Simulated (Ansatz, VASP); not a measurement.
## Cu: VASP beside Ansatz

```xyz
1
Lattice="0.0000 1.8617 1.8075 1.8617 0.0000 1.8075 1.8617 1.8617 0.0000" Properties=species:S:1:pos:R:3 pbc="T T T"
Cu    0.0000    0.0000    0.0000
```

Change from the starting cell: equal xx and yy strain of +3 %.

Alike in both runs: task single point; functional PBE; k mesh 19 × 19 × 19; occupations fermi-dirac, width 0.08 eV; no spin polarisation.

|  | VASP | Ansatz |
| --- | --- | --- |
| version | VASP 6.6.1 | Ansatz 0.2.0 |
| potentials or method | VASP PAW PBE potentials, release 64 (Cu), cutoff 520 eV | all-electron LAPW, scalar-relativistic |

|  | VASP | Ansatz | Ansatz less VASP |
| --- | --- | --- | --- |
| pressure (GPa) | -5.3 | -5.9 | -0.61 |
| largest component of the traceless stress (GPa) | 0.65 | 0.66 | +0.013 |

Ansatz ran all-electron here, so the differences hold the error of VASP's frozen core and of both bases.
